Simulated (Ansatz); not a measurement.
# SrCl2: the cost of one run

The runs shown are made with Ansatz 0.2.0. PAW datasets, plane waves. No spin polarisation and no zero-point or thermal motion; the cell was built from a prototype and may be hypothetical.

### Step 1. Starting point

The unstrained cell was relaxed with r2SCAN+rVV10; in each strained cell the atoms were relaxed again with r2SCAN+rVV10. Names of k-points are those of the unstrained zone, where strain can split equivalent points. First state: +4.0 % biaxial strain in x and y, free along z.

It is trigonal, P-3m1 (No. 164); conventional cell a = 4.582 Å, c = 5.330 Å, 32.31 Å³ an atom. Around Sr lie 6 Cl at 2.94 Å; around Cl lie 3 Sr at 2.94 Å.

As a file:

Space group P-3m1 (No. 164). a = 4.582 Å, b = 4.582 Å, c = 5.330 Å, α = 90.00°, β = 90.00°, γ = 120.00°
```
atom  site  symmetry       x       y       z
  Sr    1a      -3m.  0.0000  0.0000  0.0000
  Cl    2d       3m.  0.3333  0.6667  0.2426
```

### Step 2. +4.0 % biaxial strain in x and y, free along z: PBE

Contents of input.yaml:

```yaml
crystal:
  lattice:
    - [4.5822166871, 0.0, 0.0]
    - [-2.2911083435, 3.9683160567, 0.0]
    - [0.0, 0.0, 5.330140189]
  atoms:
    - { symbol: Sr, position: [0.0, 0.0, 0.0] }
    - { symbol: Cl, position: [0.3333333333, 0.6666666667, 0.2425822649] }
    - { symbol: Cl, position: [0.6666666667, 0.3333333333, 0.7574177351] }
kpoints:
  mp_grid: { grid: [6, 6, 6] }
  band_path:
    path:
      - [0.0, 0.0, 0.0]
      - [0.5, 0.0, 0.0]
      - [0.3333333333, 0.3333333333, 0.0]
      - [0.0, 0.0, 0.5]
      - [0.5, 0.0, 0.5]
      - [0.3333333333, 0.3333333333, 0.5]
    npoints: 1
hamiltonian:
  xc: pbe
scf:
  occupations: { method: fermi_dirac, width: 0.02 }
  n_extra_bands: 4
output:
  forces: true
  stress: true
  eigenvalues: true
```

Command:

```sh
ansatz run input.yaml --threads 4 --pin off --max-ram 3686MiB --backend cpu --events-out ev --progress --plain --runs-dir out
```

Q: Estimate wall time and peak memory on 4 threads of Arm Neoverse N1, shared host.

About 2.1 s, with a peak of 0.39 GiB.
